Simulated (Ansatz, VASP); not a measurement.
## One calculation of Si, two programs

```
Si
1.0
     1.32442   -2.29222    0.00000
     1.32442    2.29222    0.00000
     0.00000    0.00000    2.48730
Si
1
Direct
  0.00000 0.00000 0.50000
```

Change from the starting cell: the structure that the rattled omega type (P6/mmm, No. 191) fell into.

Alike in both runs: functional PBE; k mesh 24 × 24 × 22; occupations gaussian, width 0.1 eV; no spin polarisation.

Ansatz relaxed the structure, and its values are those at the end. VASP's run is a single point on that final structure, the one shown.

|  | VASP | Ansatz |
| --- | --- | --- |
| version | VASP 6.6.1 | Ansatz 0.2.0 |
| potentials or method | VASP PAW PBE potentials, release 64 (Si) | scalar-relativistic, plane waves, PAW |
| plane-wave cutoff (eV) | 520 | 420 |
| valence electrons in the cell | 4 | 4 |

|  | VASP | Ansatz | Ansatz less VASP |
| --- | --- | --- | --- |
| gap on the k mesh at the Fermi level (eV) | none | none | - |
| pressure (GPa) | 0.0 | 0.0 | +0.05 |

A gap of «none» marks a metal or a gap that the smearing closes. With one functional, cell and mesh, what is left measures potentials, basis and numerics.
